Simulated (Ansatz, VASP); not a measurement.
# InSe: VASP beside Ansatz

Aim: how closely do two programs agree when they are given the same cell, functional and k mesh?

Method: plane waves, with VASP 6.6.1 beside it; band structure at LDA, band structure at PBEsol and band structure at r2SCAN, in Ansatz 0.2.0.

### Step 1. Starting point

The structure is trigonal, space group R3m (No. 160). Conventional cell: a = 4.000 Å, b = 4.000 Å, c = 24.950 Å, α = 90.00°, β = 90.00°, γ = 120.00°. In has 3 Se at 2.64 Å and 1 In at 2.80 Å nearest. Se has 3 In at 2.64 Å nearest. Nearest to Se lie 3 In at 2.64 Å. Farther neighbours and most contacts between anions are not listed.

### Step 2. Ansatz: band structure, LDA

Ansatz runs on its default PAW (the set named soft_2) files.

Levels along a path test the potential and the projectors away from the mesh points.

The input, input.yaml:

```yaml
crystal:
  lattice:
    - [2.0, 1.1547005384, 8.3166666667]
    - [-2.0, 1.1547005384, 8.3166666667]
    - [0.0, -2.3094010768, 8.3166666667]
  atoms:
    - { symbol: In, position: [0.0, 0.0, 0.0] }
    - { symbol: In, position: [0.1122, 0.1122, 0.1122] }
    - { symbol: Se, position: [0.6155, 0.6155, 0.6155] }
    - { symbol: Se, position: [0.83, 0.83, 0.83] }
hamiltonian:
  xc: lda
  pseudopotentials: { kind: paw }
kpoints:
  mp_grid: { grid: [4, 4, 4] }
  band_path:
    path:
      - [0.0, 0.0, 0.0]
      - [0.13333, 0.0, 0.0]
      - [0.3, 0.0, 0.0]
      - [0.46667, 0.0, 0.0]
      - [0.5, 0.0359, -0.0359]
      - [0.5, 0.09574, -0.09574]
      - [0.5, 0.15558, -0.15558]
      - [0.77775, 0.5, 0.22225]
      - [0.67092, 0.5, 0.32908]
      - [0.5641, 0.5, 0.4359]
      - [0.5, 0.5, 0.5]
      - [0.46667, 0.46667, 0.46667]
      - [0.3, 0.3, 0.3]
      - [0.13333, 0.13333, 0.13333]
      - [0.0, 0.0, 0.0]
      - [0.11325, 0.0, -0.11325]
      - [0.20386, 0.0, -0.20386]
      - [0.31711, 0.0, -0.31711]
      - [0.62819, 0.37181, 0.0]
      - [0.57478, 0.42522, 0.0]
      - [0.52137, 0.47863, 0.0]
      - [0.52137, 0.52137, 0.02394]
      - [0.57478, 0.57478, 0.08378]
      - [0.62819, 0.62819, 0.14361]
      - [0.64956, 0.64956, 0.20088]
      - [0.59614, 0.59614, 0.30771]
      - [0.54273, 0.54273, 0.41454]
      - [0.5, 0.0, 0.0]
      - [0.60683, 0.11325, 0.11325]
      - [0.71365, 0.22651, 0.22651]
      - [0.82048, 0.33976, 0.33976]
    npoints: 1
scf:
  occupations: { method: gaussian, width: 0.02 }
  n_extra_bands: 8
output:
  forces: true
  stress: true
  eigenvalues: true
  write_density: true
  write_potential: true
  elf: true
  volumetric_format: npy
```

On the command line:

```
> ansatz run input.yaml --threads 2 --pin off --max-ram 4608MiB --backend cpu --events-out ev --progress --plain --runs-dir out
```

Numbers of over 12 decimals in the logs are rounded to 6 here.

Log:

```text
basis.fft_grid_basis auto: the FFT boxes are laid along the combinations [[1, -1, 0], [0, 1, 0], [0, -1, 1]] of the cell's own vectors, 4.000, 8.631 and 4.000 Å long. The dense box has 27×60×27 points. Along the cell's own vectors, as sized, it would have 60×60×60, 4.94 times as many. Of the 6 symmetry operations that the crystal satisfies within crystal.symmetry.tolerance (time reversal apart; of a slab, those that  [...]
scf.n_extra_bands = 8 over 29 filled bands (N_el = 58.0): the run solves 37 bands
Engine: ansatz 0.2.0, aarch64-unknown-linux-gnu
Pseudopotentials: kind: paw
Pseudopotential: In, paw, valence charge 13, recommended cutoff 420 eV (normal), In.paw.azcp
Pseudopotential: Se, paw, valence charge 16, recommended cutoff 420 eV (normal), Se.paw.azcp
Functional definition: SPW92
  exchange = slater_x
  correlation = pw_c
Crystal: 4 atoms, lattice volume = 115.239 Å³
Basis set: ecut = 420 eV, 2283 PW (Γ), FFT grids on a1−a2, a2, −a2+a3
Bands: 37, of which v1, the nominal top of the filled ones, is band 29 counted from 1 (28 counted from 0)
Symmetry: 6 space group operations
Space group: R3m (ITA 160), of the structure as read, at distance tolerance 4.9e-5 Å
k-points: 13 of 64 (time reversal used)
Non-local potential: In, projectors of the file, l = 0: 2, l = 1: 2, l = 2: 2, l = 3: 2
Non-local potential: Se, projectors of the file, l = 0: 2, l = 1: 2, l = 2: 3, l = 3: 1
PAW form: soft (Blöchl's): semilocal exchange-correlation on the pseudo side does not see the compensation charge
PAW frozen core: In, regenerated for the run's functional, and the local potential with it (the file was generated under x = pbe(κ = 0.804, μ = 0.219515), c = pbe(β = 0.066725))
PAW frozen core: Se, regenerated for the run's functional, and the local potential with it (the file was generated under x = pbe(κ = 0.804, μ = 0.219515), c = pbe(β = 0.066725))
PAW one-centre angular grid: In, 590 points (default); XC on 64 Gauss nodes
PAW one-centre angular grid: Se, 590 points (default); XC on 64 Gauss nodes
Initial density: superposition of atomic densities (neutral atoms: chi_scale 0, normalization atom), corrected by the library's trained network
Initial wavefunctions: pseudopotential atomic-orbital guess
Functional: x = slater, c = lda
SCF iter   1: F=—  HF=-21682.666552 eV  |F-HF|=—  |Δ(HF+E_count)|=         —  Δρ=6.49e-3  dr2=4.37e-2  ethr=1.77e-3  ⟨swp⟩=7.0  Hψ=2143  notcnv=0
preconditioner: auto → Resta (q_TF=auto, 2.433 Å⁻¹)  ε∞=3.1  [insulator: Δε(μ)=0.160 eV  Ē_g=14.611 eV  σ=0.020 eV  W_gap=1.00  n_scr=30 (ndim 8)  ℏωp=21.3 eV  f_vac=0.077  D(μ)=0.00/eV (n_scr^D=0)  ε∞_Penn≈3.1]
SCF iter   2: F=—  HF=-21682.655088 eV  |F-HF|=—  |Δ(HF+E_count)|=   1.15e-2  Δρ=2.67e-3  dr2=4.26e-3  ethr=7.53e-5  ⟨swp⟩=3.8  Hψ=918  notcnv=0  defer=32
SCF iter   3: F=—  HF=-21682.654174 eV  |F-HF|=—  |Δ(HF+E_count)|=   9.14e-4  Δρ=8.46e-4  dr2=6.87e-4  ethr=7.35e-6  ⟨swp⟩=2.0  Hψ=750  notcnv=0  defer=32
SCF iter   4: F=—  HF=-21682.654073 eV  |F-HF|=—  |Δ(HF+E_count)|=   1.01e-4  Δρ=2.48e-4  dr2=6.15e-5  ethr=1.18e-6  ⟨swp⟩=1.9  Hψ=482  notcnv=0  defer=32
SCF iter   5: F=—  HF=-21682.654070 eV  |F-HF|=—  |Δ(HF+E_count)|=   2.67e-6  Δρ=4.12e-5  dr2=1.91e-6  ethr=1.06e-7  ⟨swp⟩=2.2  Hψ=551  notcnv=0  defer=32
SCF iter   6: F=-21682.654071 eV  HF=-21682.654071 eV  |F-HF|=1.74e-9  |Δ(HF+E_count)|=   6.85e-7  Δρ=7.55e-6  dr2=9.37e-8  ethr=1.72e-10  ⟨swp⟩=12.0  Hψ=3490  notcnv=0
SCF 1 converged in 6 iterations: F = -21682.654071 eV  dr2 = 9.37e-8
  greatest PAW one-centre occupation: 1.000 electrons in one spin orbital (limit 2), on the Se atom at site 3 (counted from 0), in its partial waves of l = 2
NSCF: frozen V_eff on 31 k-points
SCF converged after 6 iterations
Free energy (F): -21682.654071 eV
Harris-Foulkes:  -21682.654071 eV  (|F-HF|=1.74e-9)
Internal energy: -21682.654071 eV  (E = F + TS)
E sigma→0 (E₀):  -21682.654071 eV
Fermi energy:    7.284690 eV
--- Per-component energies (eV) ---
  E_band       = -923.289953
  E_kinetic    = 725.603124
  E_local      = -7864.040198  (includes V_loc(G=0)·N_el)
  E_nonlocal   = -437.816846
  E_hartree    = 3615.884766
  E_xc         = -633.621164
  E_vxc        = -398.393511  (∫ρ·V_xc dr)
  E_paw        = -11685.229066  (= ΣΔE_a)
  E_vpaw       = -180.427675  (= ΣTr[D̂ρ^β])
  E_aug_tail   = -0.001182  (compensation charges beyond the density's cutoff)
  E_ewald      = -5408.437302
  E_core_change = 5.003797  (= ΣΔE_core)
  E_smearing   = -0.000000  (= −TS)
  E_closure    = -0.000000  (closes the sum)
  Σ components = -21682.654071   (vs F -21682.654071, Δ=0.00e0)
--- Forces (eV/Å), atoms counted from 1 ---
  atom   1  In     0.00000000     0.00000000     0.08463895
  atom   2  In     0.00000000     0.00000000    -0.08231159
  atom   3  Se     0.00000000    -0.00000000     0.12544496
  atom   4  Se    -0.00000000    -0.00000000    -0.12779711
  max |Σ_I F_I| component: 2.48e-5 eV/Å
--- Stress (GPa, compression-positive) ---
       -0.765478       0.000000      -0.000000
        0.000000      -0.765478      -0.000000
       -0.000000      -0.000000      -2.130672
  P = ⅓ Tr σ = -1.2205 GPa (-12.205 kbar)
--- Band table (eV; the first three rows and the last of 13) ---
  k-point 0: bands = [... 25 lower, 5.8552, 5.8552, 5.9883, 5.9883, 8.8227, 9.0941, 11.4489, 11.4489, ... 4 higher]
  k-point 1: bands = [... 25 lower, 5.1774, 5.2506, 5.4422, 6.1218, 9.0324, 9.2350, 11.0765, 11.3005, ... 4 higher]
  k-point 2: bands = [... 25 lower, 4.7004, 4.7987, 4.9596, 5.4724, 8.2074, 9.0419, 10.7184, 11.0812, ... 4 higher]
  k-point 12: bands = [... 25 lower, 5.7842, 6.0679, 6.0679, 7.1994, 7.3699, 9.1836, 11.3492, 11.3492, ... 4 higher]
```

It took 11 s on 2 threads of Arm Neoverse N1, shared host; peak memory 0.37 GiB.

The column dr2 measures how far the density is from self-consistency, as an energy; F and HF (Harris–Foulkes) agree once it is small.

### Step 3. VASP: band structure, LDA

The same cell, functional (in two slightly different forms), mesh and smearing now go to VASP, with its own data sets and cutoff.

Lines of VASP's logs that name or quote its potential files are left out, and so is its time.

The input, INCAR:

```
SYSTEM = InSe
PREC = Accurate
ENCUT = 400
EDIFF = 1E-06
NELM = 100
ISMEAR = 0
SIGMA = 0.02
LREAL = .FALSE.
ALGO = Normal
GGA = CA
NBANDS = 33
LORBIT = 11
LWAVE = .FALSE.
LCHARG = .FALSE.
KPAR = 8
```

The input, POSCAR:

```
InSe
1.0
    2.0000000000      1.1547005384      8.3166666667
   -2.0000000000      1.1547005384      8.3166666667
    0.0000000000     -2.3094010768      8.3166666667
In Se
2 2
Direct
    0.0000000000      0.0000000000      0.0000000000
    0.1122000000      0.1122000000      0.1122000000
    0.6155000000      0.6155000000      0.6155000000
    0.8300000000      0.8300000000      0.8300000000
```

The input, KPOINTS:

```
Automatic mesh
0
Gamma
4 4 4
0 0 0
```

The input, KPOINTS_OPT:

```
Line mode
16
Line-mode
Reciprocal
  0.00000000   0.00000000   0.00000000 GAMMA
  0.50000000   0.00000000   0.00000000 L

  0.50000000   0.00000000   0.00000000 L
  0.50000000   0.17951802  -0.17951802 B1

  0.82048198   0.50000000   0.17951802 B
  0.50000000   0.50000000   0.50000000 Z

  0.50000000   0.50000000   0.50000000 Z
  0.00000000   0.00000000   0.00000000 GAMMA

  0.00000000   0.00000000   0.00000000 GAMMA
  0.33975901   0.00000000  -0.33975901 X

  0.66024099   0.33975901   0.00000000 Q
  0.50000000   0.50000000   0.00000000 F

  0.50000000   0.50000000   0.00000000 F
  0.66024099   0.66024099   0.17951802 P1

  0.66024099   0.66024099   0.17951802 P1
  0.50000000   0.50000000   0.50000000 Z

  0.50000000   0.00000000   0.00000000 L
  0.82048198   0.33975901   0.33975901 P
```

Potentials, in the order of the species: In_d and Se (PBE family, release 64).

On the command line:

```
> mpirun -np 8 vasp_std
```

Log:

```text
[banner, memory and clock lines left out]
running    8 mpi-ranks, on    1 nodes
 distrk:  each k-point on    1 cores,    8 groups
 distr:  one band on    1 cores,    1 groups

 POSCAR found type information on POSCAR InSe
 POSCAR found :  2 types and       4 ions
|                                                                             |
|           W    W    AA    RRRRR   N    N  II  N    N   GGGG   !!!           |
|           W    W   A  A   R    R  NN   N  II  NN   N  G    G  !!!           |
|           W    W  A    A  R    R  N N  N  II  N N  N  G       !!!           |
|           W WW W  AAAAAA  RRRRR   N  N N  II  N  N N  G  GGG   !            |
|           WW  WW  A    A  R   R   N   NN  II  N   NN  G    G                |
|           W    W  A    A  R    R  N    N  II  N    N   GGGG   !!!           |
|                                                                             |
|     For optimal performance we recommend to set                             |
|       NCORE = 2 up to number-of-cores-per-socket                            |
|     NCORE specifies how many cores store one orbital (NPAR=cpu/NCORE).      |
|     This setting can greatly improve the performance of VASP for DFT.       |
|     The default, NCORE=1 might be grossly inefficient on modern             |
|     multi-core architectures or massively parallel machines. Do your        |
|     Unfortunately you need to use the default for GW and RPA                |
|     calculations (for HF NCORE is supported but not extensively tested      |
|     yet).                                                                   |
|                                                                             |

|                                                                             |
|               ----> ADVICE to this user running VASP <----                  |
|                                                                             |
|     You enforced a specific xc type in the INCAR file but a different       |
|     [... a line on the potential file left out ...]
|     I HOPE YOU KNOW WHAT YOU ARE DOING!                                     |
|                                                                             |

 LDA part: xc-table for (Slater(with rela. corr.)+CA(PZ))
 , standard interpolation
 POSCAR, INCAR and KPOINTS ok, starting setup
 FFT: planning ... GRIDC
 FFT: planning ... GRID_SOFT
 FFT: planning ... GRID
 WAVECAR not read
 entering main loop
       N       E                     dE             d eps       ncg     rms          rms(c)
DAV:   1     0.321631381380E+03    0.32163E+03   -0.14217E+04   866   0.106E+03
DAV:   2     0.213283564649E+02   -0.30030E+03   -0.28477E+03   891   0.311E+02
DAV:   3    -0.155859025339E+02   -0.36914E+02   -0.36289E+02  1060   0.119E+02
DAV:   4    -0.171789682061E+02   -0.15931E+01   -0.15896E+01  1028   0.260E+01
DAV:   5    -0.172551019899E+02   -0.76134E-01   -0.76123E-01  1372   0.525E+00    0.677E+00
DAV:   6    -0.167252274694E+02    0.52987E+00   -0.80940E-01  1233   0.149E+01    0.398E+00
DAV:   7    -0.166797672637E+02    0.45460E-01   -0.30062E-01  1220   0.386E+00    0.110E+00
DAV:   8    -0.166745786079E+02    0.51887E-02   -0.27752E-02  1283   0.150E+00    0.691E-01
DAV:   9    -0.166733587189E+02    0.12199E-02   -0.46887E-03  1138   0.411E-01    0.145E-01
DAV:  10    -0.166733724294E+02   -0.13711E-04   -0.25721E-04  1218   0.123E-01    0.740E-02
DAV:  11    -0.166733875919E+02   -0.15163E-04   -0.35744E-05  1162   0.474E-02    0.255E-02
DAV:  12    -0.166733847048E+02    0.28871E-05   -0.63368E-06  1147   0.233E-02    0.100E-02
DAV:  13    -0.166733849283E+02   -0.22346E-06   -0.16856E-06   802   0.711E-03
   1 F= -.16673385E+02 E0= -.16673385E+02  d E =-.376228E-11
 Start KPOINTS_OPT (optional k-point list driver)
k-point batch [1-13\144]
       N       E                     dE             ncg
DAV:   1     0.144779161135E+04   -0.37856E+04      858
DAV:   2    -0.247250343391E+04   -0.39203E+04      866
DAV:   3    -0.297175793503E+04   -0.49925E+03     1055
DAV:   4    -0.299450832435E+04   -0.22750E+02     1011
DAV:   5    -0.299553543538E+04   -0.10271E+01     1324
DAV:   6    -0.299554925620E+04   -0.13821E-01     1060
DAV:   7    -0.299554989508E+04   -0.63888E-03     1316
DAV:   8    -0.299554990845E+04   -0.13368E-04     1052
DAV:   9    -0.299554990885E+04   -0.40511E-06      724
[...]
k-point batch [144-144\144]
       N       E                     dE             ncg
DAV:   1     0.120498960892E+05   -0.91993E+03       66
DAV:   2     0.117606575579E+05   -0.28924E+03       66
DAV:   3     0.117269590094E+05   -0.33699E+02       75
DAV:   4     0.117254704240E+05   -0.14886E+01       84
DAV:   5     0.117253993830E+05   -0.71041E-01      100
DAV:   6     0.117253977486E+05   -0.16344E-02       92
DAV:   7     0.117253977115E+05   -0.37140E-04       92
DAV:   8     0.117253977105E+05   -0.10107E-05       84
DAV:   9     0.117253977105E+05   -0.22515E-07       52
```

From OUTCAR (step 3):

```text
ion  position               nearest neighbor table
   1  0.000  0.000  0.000-   3 2.64   3 2.64   3 2.64   2 2.80
   2  0.112  0.112  0.112-   4 2.64   4 2.64   4 2.64   1 2.80
   3  0.615  0.615  0.615-   1 2.64   1 2.64   1 2.64
   4  0.830  0.830  0.830-   2 2.64   2 2.64   2 2.64

  LATTYP: Found a trigonal (rhomboedric) cell.
 ALAT       =     8.6313543421
 COS(alpha) =     0.8926178500

 Subroutine GETGRP returns: Found  6 space group operations
 (whereof  6 operations were pure point group operations)

The static configuration has the point symmetry C_3v.

 Found     13 irreducible k-points:

   k-points           NKPTS =     13   k-points in BZ     NKDIM =     13   number of bands    NBANDS=     33

   dimension x,y,z NGX =    56 NGY =   56 NGZ =   56
   dimension x,y,z NGXF=   112 NGYF=  112 NGZF=  112

   ENCUT  =  400.0 eV  29.40 Ry    5.42 a.u.  14.08 14.08 14.08*2*pi/ulx,y,z

   NELECT =      38.0000    total number of electrons

 k-points in reciprocal lattice and weights: Automatic mesh
   0.00000000  0.00000000  0.00000000       0.016
   0.25000000  0.00000000  0.00000000       0.094
   0.50000000  0.00000000  0.00000000       0.047
   0.25000000  0.25000000  0.00000000       0.094
   0.50000000  0.25000000  0.00000000       0.188
  -0.25000000  0.25000000  0.00000000       0.094
   0.50000000  0.50000000  0.00000000       0.047
   0.25000000  0.25000000  0.25000000       0.031
   0.50000000  0.25000000  0.25000000       0.094
  -0.25000000  0.25000000  0.25000000       0.094
   0.50000000  0.50000000  0.25000000       0.094
  -0.25000000  0.50000000  0.25000000       0.094
   0.50000000  0.50000000  0.50000000       0.016

 average (electrostatic) potential at core
       1 -96.9145       2 -96.9081       3 -53.8591       4 -53.8493

 E-fermi :   4.0900

 k-point     1 :       0.0000    0.0000    0.0000
  band No.  band energies     occupation
    ...
     15       2.3211      2.00000
     16       2.6488      2.00000
     17       2.6488      2.00000
     18       2.7815      2.00000
     19       2.7815      2.00000
     20       5.6253      0.00000
     21       5.8979      0.00000
     22       8.2354      0.00000
     23       8.2354      0.00000
     24       8.9796      0.00000
    ...

 k-point     2 :       0.2500    0.0000    0.0000
  band No.  band energies     occupation
    ...
     15       0.3932      2.00000
     16       1.9730      2.00000
     17       2.0407      2.00000
     18       2.2321      2.00000
     19       2.9208      2.00000
     20       5.8314      0.00000
     21       6.0421      0.00000
     22       7.8608      0.00000
     23       8.0985      0.00000
     24       8.6141      0.00000
    ...

 k-point     3 :       0.5000    0.0000    0.0000
  band No.  band energies     occupation
    ...
     15       0.4157      2.00000
     16       1.4976      2.00000
     17       1.5869      2.00000
     18       1.7471      2.00000
     19       2.2721      2.00000
     20       5.0026      0.00000
     21       5.8463      0.00000
     22       7.5088      0.00000
     23       7.8685      0.00000
     24       8.6825      0.00000
    ...

  Total       -0.3982161     -0.3982161     -1.3954059      0.0000000      0.0000000      0.0000000
  in kB       -5.5364262     -5.5364262    -19.4004247      0.0000000      0.0000000      0.0000000
  external PRESSURE =     -10.1577591 kB  Pullay stress =       0.0000000 kB

  energy-cutoff  :      400.00
  volume of cell :      115.24
      direct lattice vectors                 reciprocal lattice vectors
     2.000000000  1.154700538  8.316666667     0.250000000  0.144337567  0.040080160
    -2.000000000  1.154700538  8.316666667    -0.250000000  0.144337567  0.040080160
     0.000000000 -2.309401077  8.316666667     0.000000000 -0.288675135  0.040080160

 POSITION                                       TOTAL-FORCE (eV/Angst)
 -----------------------------------------------------------------------------------
      0.00000      0.00000      0.00000         0.000000     -0.000000      0.115671
      0.00000      0.00000      2.79939         0.000000     -0.000000     -0.112669
      0.00000      0.00000     15.35673         0.000000      0.000000      0.081367
      0.00000      0.00000     20.70850         0.000000     -0.000000     -0.084369
 -----------------------------------------------------------------------------------
    total drift:                               -0.000000     -0.000000      0.000091

  FREE ENERGIE OF THE ION-ELECTRON SYSTEM (eV)
  ---------------------------------------------------
  free  energy   TOTEN  =       -16.6733849283 eV

  energy  without entropy=      -16.6733849283  energy(sigma->0) =      -16.67338493

 total charge
# of ion       s       p       d       tot
------------------------------------------
    1        0.866   0.682   9.890  11.438
    2        0.866   0.684   9.890  11.440
    3        1.479   2.322   0.024   3.824
    4        1.478   2.323   0.024   3.825
--------------------------------------------------
tot          4.690   6.011  19.827  30.528

[... 3 further parts left out ...]
```

Spin-orbit coupling is off here; with elements this heavy it splits and shifts levels by tenths of an eV or more. The PAW data sets were made with PBE, though LDA sets exist; this is a small mismatch.

(Continued in part 2 of 2.)

[Lines on the potential files, build, host, timing and source positions are cut from VASP's logs without a mark.]

[Logs are printed without paths, hosts, clocks, repeated set-up lines and the standing remarks that a program may print on its own settings, such as how far it seeks lower states.]

[Hosts, paths, dates, database ids (printed as entryN), source tags and the programs' standing remarks are cut or masked in the printed files.]

[VASP's PBE data sets in a run with another functional are called a small mismatch above; for pressures it isn't always small: they can move by 1 GPa and more.]
